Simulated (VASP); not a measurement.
Wanted: the native input for a VASP 6.6.1 run.

* Task: relaxation of cell and atoms
* Functional: LDA
* Potentials or basis: VASP PAW LDA potentials, release 64 (Cd, O)
* Cutoff: 600 eV
* k mesh: 10 × 10 × 10
* Occupations: fermi-dirac, width 0.05 eV
* Spin: no spin polarisation
* Further INCAR settings: ALGO = Fast; EDIFF = 1e-07; IBRION = 2; EDIFFG = -0.005; NSW = 40; ISIF = 3

The structure of CdO (Monteponite) lies in POSCAR:

```
CdO
1.0
    0.0000000000      2.3495000000      2.3495000000
    2.3495000000      0.0000000000      2.3495000000
    2.3495000000      2.3495000000      0.0000000000
Cd O
1 1
Direct
    0.0000000000      0.0000000000      0.0000000000
    0.5000000000      0.5000000000      0.5000000000
```

One way to write it, as run:

INCAR

```
PREC = Accurate
ENCUT = 600
EDIFF = 1E-7
ISMEAR = -1
SIGMA = 0.05
LREAL = F
LASPH = T
NELM = 100
ALGO = Fast
ISIF = 3
LWAVE = F
LCHARG = F
GGA = CA
IBRION = 2
NSW = 40
EDIFFG = -0.005
```

KPOINTS

```
regular mesh
0
Gamma
  10 10 10
```

Potentials or basis: VASP PAW LDA potentials, release 64 (Cd, O).

Command:

```console
$ cat potpaw_LDA.64/Cd/POTCAR potpaw_LDA.64/O/POTCAR > POTCAR
$ mpirun -np 1 vasp_std > vasp.out
```

It gave:

```json
{"Relaxed volume": "12.59 Å³/atom", "Relaxed cell": "a = 3.290 Å, b = 3.290 Å, c = 3.290 Å, α = 60.00°, β = 60.00°, γ = 60.00°", "Space group after relaxing (to 0.05 Å)": "Fm-3m (No. 225)", "Energy gained by relaxing": "5.6 meV/atom", "Ionic steps": "3", "Pressure after relaxing": "0.0 GPa", "Band gap on the k mesh": "none (metal or under the smearing width)"}
```

Caveat: this crystal is a semiconductor, whose small gap the functional closes, so the metal is an error of the method.

Run time: 77 s on 1 thread of Intel(R) Xeon(R) Platinum 8488C (Sapphire Rapids), on a shared host, peak memory 0.16 GiB.
